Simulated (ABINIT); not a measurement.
A run of ABINIT 10.8.3 (patched build):

run.abi

```
# Pseudopotentials
pp_dirpath "./"
pseudos "Nb.LDA_PW-JTH.xml"

# Structure
acell 3*1.0 Angstrom
rprim
    -1.6639500000     1.6639500000     1.6639500000
     1.6639500000    -1.6639500000     1.6639500000
     1.6639500000     1.6639500000    -1.6639500000
ntypat 1
znucl 41
natom 1
typat 1
xred
     0.0000000000     0.0000000000     0.0000000000

# Plane-wave basis
ecut 435.382180 eV
pawecutdg 32.0

# k points
kptopt 1
ngkpt 8 8 8
nshiftk 1
shiftk 0.0 0.0 0.0

# Exchange and correlation
ixc 7

# Bands and occupations
nband 11
occopt 3
tsmear 0.05 eV

# SCF cycle
nstep 100
tolvrs 1.0e-9

# Output
iomode 3
prtwf 0
prtden 0
prteig 0
prtebands 0
enunit 2
```

Potentials or basis: JTH PAW LDA v2.0.

The run is started by

```bash
$ abinit run.abi > log 2>&1
```

Hardware: 1 thread of Arm Neoverse V1, on a shared host.

Q: How long does it take, and how much memory?

A: Wall time 3.5 s on 1 thread of Arm Neoverse V1 (shared host), peak memory 0.07 GiB. Counts: scf iterations 9, mpi ranks 1, k points 29, bands 11, plane waves 386.
